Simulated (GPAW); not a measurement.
# InP (F-43m) in GPAW: equation of state

Aim: energy against volume of InP in PBEsol, for its equilibrium volume and stiffness.

Everything below comes from runs of GPAW 26.7.0. Logs are shortened: lines on timing, memory, paths and dates and some standing lists are left out, and cuts for length are marked. The log counts tension as positive stress, the text compression.

**The experiment to reproduce.**

A printed reference work, data compilation reports, for a bulk crystal of InP: bulk modulus 71 GPa.

The runs below are set against these values where they give the same quantity.

**1. The structure**

The structure is cubic, space group F-43m (No. 216). Conventional cell: a = 5.861 Å, b = 5.861 Å, c = 5.861 Å, α = 90.00°, β = 90.00°, γ = 90.00°. In (site symmetry -43m) has 4 P at 2.54 Å as nearest neighbours. Around P (site symmetry -43m) lie 4 In at 2.54 Å.

**2. Equation of state, PBEsol**

Input file run.py:

```python
from ase import Atoms
from ase.eos import EquationOfState
from ase.io import Trajectory
from ase.units import GPa
from gpaw import GPAW, PW, setup_paths

setup_paths.insert(0, '.')

atoms = Atoms(['In', 'P'],
              cell=[[0.0, 2.9305, 2.9305],
                    [2.9305, 0.0, 2.9305],
                    [2.9305, 2.9305, 0.0]],
              scaled_positions=[[0.0, 0.0, 0.0],
                                [0.75, 0.75, 0.75]],
              pbc=True)

traj = Trajectory('eos.traj', 'w')
volumes, energies = [], []
for x in [0.94, 0.96, 0.98, 1.0, 1.02, 1.04, 1.06]:
    a = atoms.copy()
    a.set_cell(atoms.cell * x**(1 / 3), scale_atoms=True)
    calc = GPAW(mode=PW(600),
                xc='PBEsol',
                kpts={'size': (8, 8, 8), 'gamma': True},
                occupations={'name': 'fermi-dirac', 'width': 0.05},
                nbands=18,
                convergence={'density': 1e-05, 'energy': 1e-05},
                maxiter=150,
                txt=f'eos-{x:.2f}.txt')
    a.calc = calc
    energies.append(a.get_potential_energy(force_consistent=True))
    volumes.append(a.get_volume())
    p = -a.get_stress()[:3].mean() / GPa
    calc.write(f'eos-{x:.2f}.gpw')
    traj.write(a)
    print(f'{x:.2f} {volumes[-1]:10.4f} A^3 {energies[-1]:14.6f} eV {p:9.3f} GPa', flush=True)

v0, e0, B = EquationOfState(volumes, energies, eos='birchmurnaghan').fit()
print(f'V0 = {v0:.4f} A^3, E0 = {e0:.6f} eV, B0 = {B / GPa:.2f} GPa')
```

Potentials or basis: PAW data sets generated in the run's folder for this functional, pw.

On the command line:

```bash
gpaw-setup -f PBEsol In P
OMP_NUM_THREADS=1 python run.py
```

Output:

```text
__  _  _
 | _ |_)|_||  |
 |__||  | ||/\| - 26.7.0

Input parameters:
  mode=PW(ecut=600.0),
  convergence={'density': 1e-05, 'energy': 1e-05},
  kpts=MonkhorstPack(size=(8, 8, 8), gamma=True),
  maxiter=150,
  nbands=18,
  occupations=Occupations(name='fermi-dirac', width=0.05),
  xc=XC(name='PBEsol')

Diagonalizing LCAO Hamiltonian
Converting LCAO to pw mode

                    P

       In

Atoms  # Å, Bohr magnetons
|   | symbol |        x |        y |        z |    initial magnetic moments |
|---|--------|----------|----------|----------|-----------------------------|
| 0 |     In | 0.000000 | 0.000000 | 0.000000 | ( 0.0000,  0.0000,  0.0000) |
| 1 |      P | 4.306016 | 4.306016 | 4.306016 | ( 0.0000,  0.0000,  0.0000) |

Unit cell  # Å
| periodic |        x |        y |        z |  lengths |    angles |
|----------|----------|----------|----------|----------|-----------|
|      yes | 0.000000 | 2.870677 | 2.870677 | 4.059750 | 60.000000 |
|      yes | 2.870677 | 0.000000 | 2.870677 | 4.059750 | 60.000000 |
|      yes | 2.870677 | 2.870677 | 0.000000 | 4.059750 | 60.000000 |

Number of symmetries: 24
Symmetry operations  # r_c * U_cc + t_c -> r_c
|    | kind |            matrix            |
|----|------|------------------------------|
|  0 |  E   |  1, 0, 0,  0, 1, 0,  0, 0, 1 |
|  1 |  σ   |  1, 0, 0,  0, 0, 1,  0, 1, 0 |
|  2 |  σ   |  1, 0,-1,  0, 1,-1,  0, 0,-1 |
|  3 |  C3  |  1, 0,-1,  0, 0,-1,  0, 1,-1 |
|  4 |  C3  |  1,-1, 0,  0,-1, 1,  0,-1, 0 |
|  5 |  σ   |  1,-1, 0,  0,-1, 0,  0,-1, 1 |
|  6 |  σ   |  0, 1, 0,  1, 0, 0,  0, 0, 1 |
|  7 |  C3  |  0, 1, 0,  0, 0, 1,  1, 0, 0 |
|  8 |  C2  |  0, 1,-1,  1, 0,-1,  0, 0,-1 |
|  9 |  S4  |  0, 1,-1,  0, 0,-1,  1, 0,-1 |
| 10 |  C3  |  0, 0, 1,  1, 0, 0,  0, 1, 0 |
| 11 |  σ   |  0, 0, 1,  0, 1, 0,  1, 0, 0 |
| 12 |  S4  |  0, 0,-1,  1, 0,-1,  0, 1,-1 |
| 13 |  C3  |  0, 0,-1,  0, 1,-1,  1, 0,-1 |
| 14 |  S4  |  0,-1, 1,  1,-1, 0,  0,-1, 0 |
| 15 |  C2  |  0,-1, 1,  0,-1, 0,  1,-1, 0 |
| 16 |  C3  |  0,-1, 0,  1,-1, 0,  0,-1, 1 |
| 17 |  S4  |  0,-1, 0,  0,-1, 1,  1,-1, 0 |
| 18 |  S4  | -1, 1, 0, -1, 0, 1, -1, 0, 0 |
| 19 |  C3  | -1, 1, 0, -1, 0, 0, -1, 0, 1 |
| 20 |  C3  | -1, 0, 1, -1, 1, 0, -1, 0, 0 |
| 21 |  S4  | -1, 0, 1, -1, 0, 0, -1, 1, 0 |
| 22 |  σ   | -1, 0, 0, -1, 1, 0, -1, 0, 1 |
| 23 |  C2  | -1, 0, 0, -1, 0, 1, -1, 1, 0 |

BZ-sampling:
  Number of BZ points: 512
  Number of IBZ points: 29

  Monkhorst-Pack size: [8, 8, 8]
  Monkhorst-Pack shift: [0.0625, 0.0625, 0.0625]

K-points  # in reciprocal-cell coordinates
|     |                                coordinates |     weight |
|-----|--------------------------------------------|------------|
|   0 | (  0.00000000,   0.00000000,   0.00000000) | 0.00195312 |
|   1 | (  0.12500000,   0.12500000,   0.00000000) | 0.01171875 |
|   2 | (  0.12500000,   0.12500000,   0.12500000) | 0.01562500 |
|   3 | (  0.25000000,   0.12500000,   0.12500000) | 0.02343750 |
|   4 | (  0.25000000,   0.25000000,   0.00000000) | 0.01171875 |
|   5 | (  0.25000000,   0.25000000,   0.12500000) | 0.04687500 |
|   6 | (  0.25000000,   0.25000000,   0.25000000) | 0.01562500 |
|   7 | (  0.37500000,   0.25000000,  -0.37500000) | 0.04687500 |
|   8 | (  0.37500000,   0.25000000,   0.12500000) | 0.04687500 |
|   9 | (  0.37500000,   0.25000000,   0.25000000) | 0.04687500 |
| ... |                                            |            |
|  28 | (  0.50000000,   0.50000000,   0.50000000) | 0.00781250 |

Plane wave coefficients: 1604
Cutoff: 600.0 eV

Spin-components: 1 (collinear spins)
Bands:           18
Projectors:      11
Spin-degeneracy: 2
Datatype:        complex128

Parallelization:
  kpt:    1
  domain: 1
  band:   1

Density:
  Valence electrons: 18.0
  Components: 1
  Grid points: [24 24 24]
  Charge: 0.0  # |e|

Potential:
  Grid points: [24 24 24]

species:
  In:
    name:    Indium
    Z:       49.0
    valence: 13
    core:    36
    charge:  0.0  # [|e|]
    compensation charges:
      type: gauss
      rc: 0.36  # [Å]
      lmax: 2
    cutoffs:
      filter: 2.09  # [Å]
      core: 2.48  # [Å]
    projectors
    | kind |    occ | energy [eV] | rcut [Å] |
    |------|--------|-------------|----------|
    |   5s |  2.000 |      -8.248 |    1.185 |
    |   5p |  1.000 |      -2.521 |    1.244 |
    |   4d | 10.000 |     -18.596 |    1.148 |
    |    s |        |      18.964 |    1.185 |
    |    p |        |      24.691 |    1.244 |
    |    d |        |       8.615 |    1.148 |

    Using partial waves for In as LCAO basis

  P:
    name:    Phosphorus
    Z:       15.0
    valence: 5
    core:    10
    charge:  0.0  # [|e|]
    compensation charges:
      type: gauss
      rc: 0.30  # [Å]
      lmax: 2
    cutoffs:
      filter: 1.69  # [Å]
      core: 1.81  # [Å]
    projectors
    | kind |    occ | energy [eV] | rcut [Å] |
    |------|--------|-------------|----------|
    |   3s |  2.000 |     -13.916 |    0.953 |
    |   3p |  3.000 |      -5.479 |    0.953 |
    |    s |        |      13.296 |    0.953 |
    |    p |        |      21.732 |    0.953 |
    |    d |        |       0.000 |    0.953 |

    Using partial waves for P as LCAO basis

Reference energy: -169189.500966  # eV

eigensolver:
[... 26 lines left out ...]
convergence criteria:
- Maximum integral of absolute [dens]ity change: 1e-05 electrons / valence electron
- Maximum [total energy] change in last 3 cyles: 1e-05 eV / valence electron
- Maximum integral of absolute [eigenst]ate change: 4e-08 eV^2 / valence electron
maximum number of iterations: 150

SCF iterations
|iter     | |      energy | eigst |  dens |
|---------|-|-------------|-------|-------|
|iter:   1| |   -9.704682 | -0.23 |       |
|iter:   2| |   -9.630231 | -2.20 | -1.13 |
|iter:   3| |   -9.333328 | -1.80 | -1.17 |
|iter:   4| |   -9.330091 | -3.24 | -1.77 |
|iter:   5| |   -9.329784 | -4.05 | -2.28 |
|iter:   6| |   -9.329810 | -5.55 | -3.07 |
|iter:   7| |   -9.329812c| -6.51 | -3.61 |
|iter:   8| |   -9.329812c| -8.27c| -4.60 |
|iter:   9| |   -9.329812c| -8.59c| -5.33c|

Converged in 9 steps
Energy contributions relative to reference atoms: (reference = -169189.500966)

Energy contributions:
  Kinetic:          25.372035
  Coulomb:         -22.714896
  Zero:              0.122133
  External:          0.000000
  Xc:              -12.109085
  Entropy:          -0.000001
  Spinorbit:         0.000000
  ----------------------------
  Free energy:      -9.329813
  Extrapolated:     -9.329812

dipole moment: (-16.476097, -16.476097, -16.476097)  # |e|*Ang

Fermi level: 6.004
Eigenvalues  # (at kpt = [0.000, 0.000, 0.000])
| band index |      eig [eV] | occ [0-2] |
|------------|---------------|-----------|
|          0 |        -8.719 |     2.000 |
|          1 |        -8.719 |     2.000 |
|          2 |        -8.719 |     2.000 |
|          3 |        -8.529 |     2.000 |
|          4 |        -8.529 |     2.000 |
|          5 |        -6.493 |     2.000 |
|          6 |         5.506 |     2.000 |
|          7 |         5.506 |     2.000 |
|          8 |         5.506 |     2.000 |
|          9 |         6.443 |     0.000 |
|         10 |         9.478 |     0.000 |
|         11 |         9.478 |     0.000 |
|         12 |         9.478 |     0.000 |
|         13 |        14.186 |     0.000 |
|         14 |        14.976 |     0.000 |
|         15 |        14.976 |     0.000 |
|         16 |        16.699 |     0.000 |
|         17 |        16.699 |     0.000 |

Gap: 0.938 eV
Transition (v -> c):
  (s=0, k=0, n=8, [0.00, 0.00, 0.00]) -> (s=0, k=0, n=9, [0.00, 0.00, 0.00])
No difference between direct/indirect transitions

Stress tensor  # eV/Ang^3
|         x |         y |         z |
|-----------|-----------|-----------|
| -0.033121 | -0.000000 | -0.000000 |
| -0.000000 | -0.033121 |  0.000000 |
| -0.000000 |  0.000000 | -0.033121 |

# Writing to eos-0.94.gpw (mode='')
```

Wall time 91 s (1 thread of Arm Neoverse V2, shared host); peak memory 0.29 GiB.

Results:

```yaml
Equilibrium_volume: 25.32 Å³/atom
Bulk_modulus: 67 GPa
Pressure_derivative_of_the_bulk_modulus: 4.7
```

Energy against volume, from the lowest point:
```tsv
volume (Å³/atom)	energy (meV/atom)
23.657	25.86
24.160	11.96
24.663	3.54
25.167	0.00
25.670	0.82
26.173	5.54
26.677	13.75
```

**3. How close it comes**

Step 2. A measured bulk modulus of InP is 71 GPa (a printed reference work, data compilation); the calculated 67 GPa misses it by -5.0 %. The fit is for a static lattice scaled at fixed shape and fixed fractional positions.
